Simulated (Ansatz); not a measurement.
Crystal: NiSb (Breithauptite).

```
CELL_PARAMETERS angstrom
3.92800 0.00000 0.00000
-1.96400 3.40175 0.00000
0.00000 0.00000 5.12000
ATOMIC_POSITIONS crystal
Sb 0.66667 0.33333 0.75000
Sb 0.33333 0.66667 0.25000
Ni 0.00000 0.00000 0.50000
Ni 0.00000 0.00000 0.00000
```

* Program: Ansatz 0.2.0
* Task: single point
* Functional: PBE
* Potentials or basis: all-electron LAPW, scalar-relativistic
* Cutoff: 291 eV (chosen from the basis error)
* Basis error allowed: 0.001 eV/atom
* k mesh: 8 × 8 × 5
* Occupations: fermi-dirac, width 0.05 eV
* Spin: collinear spin, ferromagnetic start
* Starting moments: [0.0, 0.0, 1.0, 1.0] μB

On this cell: pressure 3.7 GPa; largest force under 0.003 eV/Å; net moment 0.00 μB per cell; band gap on the k mesh none (metal or under the smearing width).

The same run follows on a disturbed copy (atoms moved at random, drawn with an rms of 0.05 Å):

```xyz
4
Lattice="3.9280 0.0000 0.0000 -1.9640 3.4017 0.0000 0.0000 0.0000 5.1200" Properties=species:S:1:pos:R:3 pbc="T T T"
Sb    1.9549    1.1405    3.8589
Sb    0.0238    2.2687    1.2540
Ni   -0.0221    0.0497    2.5733
Ni   -0.0042   -0.0116   -0.0246
```

Problem. What does the disturbed cell give?

Solution. The energy (extrapolated to zero smearing) moves by +5.0 meV/atom; pressure 3.9 GPa; largest force 0.361 eV/Å; net moment 0.00 μB per cell; band gap on the k mesh none (metal or under the smearing width).

Forces in eV/Å, atoms in the order of the input:
```
Sb  -0.010  0.062 -0.226
Sb  -0.242  0.108  0.197
Ni   0.144 -0.198 -0.264
Ni   0.108  0.028  0.293
```

Stress tensor (GPa, compression positive):
```
 4.04  0.46 -0.13
 0.46  4.22  0.00
-0.13  0.00  3.49
```

Caveats: the starting moments weren't kept.
